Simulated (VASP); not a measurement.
# BaO (Fm-3m) in VASP: a series of runs, part 2 of 2

VASP 6.6.1.

## Step 3: Relaxation of cell and atoms, PBEsol

This run uses another cell than the first one, of 20.80 Å³/atom, 0.908 times its volume.

INCAR reads:

```
PREC     = Accurate       # precision mode
ENCUT    = 600            # plane-wave cutoff, eV
EDIFF    = 1E-6           # SCF threshold, eV
ISMEAR   = 0              # smearing method
SIGMA    = 0.03           # smearing width, eV
LREAL    = F              # projectors in reciprocal space
LASPH    = T              # aspherical terms in the spheres
NELM     = 80             # most SCF steps
ALGO     = Normal         # electronic algorithm
ISIF     = 3              # what is computed and relaxed
LWAVE    = F              # write WAVECAR
LCHARG   = F              # write CHGCAR
GGA      = PS             # functional
IBRION   = 2              # ionic algorithm
NSW      = 90             # ionic steps
EDIFFG   = -0.01          # ionic threshold
```

KPOINTS reads:

```
Automatic mesh
0
Gamma
  8 8 8
```

POSCAR reads:

```
BaO
1.0
    0.0000000000      2.7500000000      2.7500000000
    2.7500000000      0.0000000000      2.7500000000
    2.7500000000      2.7500000000      0.0000000000
Ba O
1 1
Direct
    0.0000000000      0.0000000000      0.0000000000
    0.5000000000      0.5000000000      0.5000000000
```

Potentials or basis: VASP PAW PBE potentials, release 64 (Ba_sv, O).

The run is started by

```sh
cat potpaw_PBE.64/Ba_sv/POTCAR potpaw_PBE.64/O/POTCAR > POTCAR
mpirun -np 1 vasp_std > vasp.out
```

Run time: 16 s. Hardware: 1 thread of Intel Xeon 6975P-C (Granite Rapids), shared host; peak memory 0.19 GiB.

It converged, with:

```
Free energy                            : -12.4005 eV
Relaxed volume                         : 21.16 Å³/atom
Relaxed cell                           : a = 3.912 Å, b = 3.912 Å, c = 3.912 Å, α = 60.00°, β = 60.00°, γ = 60.00°
Space group after relaxing (to 0.05 Å) : Fm-3m (No. 225)
Energy gained by relaxing              : 1.6 meV/atom
Ionic steps                            : 3
Pressure after relaxing                : 0.0 GPa
Band gap on the k mesh                 : 1.86 eV, direct
```

The path:
| step | energy change (eV) | largest force (eV/Å) | pressure (GPa) | volume (Å³) |
| --- | --- | --- | --- | --- |
| 1 | 0.0000 | 0.0000 | 1.39 | 41.59 |
| 2 | -0.0024 | 0.0000 | -0.64 | 42.69 |
| 3 | -0.0031 | 0.0000 | 0.01 | 42.33 |

Final structure:
```cif
data_structure
_symmetry_space_group_name_H-M 'P 1'
_symmetry_Int_Tables_number 1
_cell_length_a 3.9118
_cell_length_b 3.9118
_cell_length_c 3.9118
_cell_angle_alpha 60.000
_cell_angle_beta 60.000
_cell_angle_gamma 60.000
_cell_volume 42.33
loop_
_atom_site_label
_atom_site_type_symbol
_atom_site_fract_x
_atom_site_fract_y
_atom_site_fract_z
_atom_site_occupancy
Ba1 Ba 0.00000 0.00000 0.00000 1
O1 O 0.50000 0.50000 0.50000 1
```

Levels at points of the mesh, in eV from the valence-band top:
```csv
k point,band 6,band 7,band 8,band 9,band 10,band 11
"(0.00, 0.00, 0.00)",-0.36,-0.36,-0.36,3.38,4.63,4.63
"(0.50, 0.00, 0.00)",-2.07,-1.52,-1.52,4.86,7.16,7.16
"(0.50, 0.50, 0.00)",-0.17,-0.17,0.00,1.86,5.94,8.92
```

Caveat: the PAW data sets were made with another functional, which shifts forces and pressure a little; spin-orbit coupling is left out, which moves the levels of the heavy elements. Expect the measured gap to be larger: semilocal functionals such as PBEsol lack the derivative discontinuity.

## Step 4: Relaxation of cell and atoms, PBEsol

This run uses another cell than the first one, of 21.16 Å³/atom, 0.924 times its volume.

INCAR: that of step 3 with these lines changed.

```diff
@@ -2,3 +2,3 @@
 ENCUT    = 600            # plane-wave cutoff, eV
-EDIFF    = 1E-6           # SCF threshold, eV
+EDIFF    = 1E-7           # SCF threshold, eV
 ISMEAR   = 0              # smearing method
@@ -15,2 +15,2 @@
 NSW      = 90             # ionic steps
-EDIFFG   = -0.01          # ionic threshold
+EDIFFG   = -0.005         # ionic threshold
```

KPOINTS is that of step 3.

POSCAR reads:

```
BaO                                     
1.0
    0.0000000000      2.7660512413      2.7660512413
    2.7660512413      0.0000000000      2.7660512413
    2.7660512413      2.7660512413      0.0000000000
  Ba              O             
     1     1
Direct
     0.0000000000000000    0.0000000000000000    0.0000000000000000
     0.5000000000000000    0.5000000000000000    0.5000000000000000
```

The run is started by

```sh
cat potpaw_PBE.64/Ba_sv/POTCAR potpaw_PBE.64/O/POTCAR > POTCAR
mpirun -np 1 vasp_std > vasp.out
```

It took 7.6 s on 1 thread of Intel Xeon 6975P-C (Granite Rapids), shared host; peak memory 0.18 GiB.

The run converged. Its results:

| Property | Result |
| --- | --- |
| Free energy | -12.4012 eV |
| Pressure after relaxing | 0.0 GPa |
| Band gap on the k mesh | 1.86 eV, direct |

Final structure:
```
Ba O
1.0
     0.00000    2.76605    2.76605
     2.76605    0.00000    2.76605
     2.76605    2.76605    0.00000
Ba O
1 1
Cartesian
  0.0000 0.0000 0.0000
  2.7661 2.7661 2.7661
```

Levels at points of the mesh, in eV from the valence-band top:
```tsv
k point	band 4	band 5	band 6	band 7	band 8	band 9	band 10	band 11	band 12
(0.00, 0.00, 0.00)	-10.32	-10.32	-0.36	-0.36	-0.36	3.38	4.63	4.63	4.63
(0.50, 0.00, 0.00)	-10.45	-10.45	-2.07	-1.52	-1.52	4.87	7.16	7.16	8.03
(0.50, 0.50, 0.00)	-10.93	-10.93	-0.17	-0.17	0.00	1.86	5.94	8.92	9.24
```

Caveat: the relaxation stopped at its first step, so nothing moved; the PAW data sets were made with another functional, which shifts forces and pressure a little; spin-orbit coupling is left out, which moves the levels of the heavy elements. A k mesh can miss the band edges.
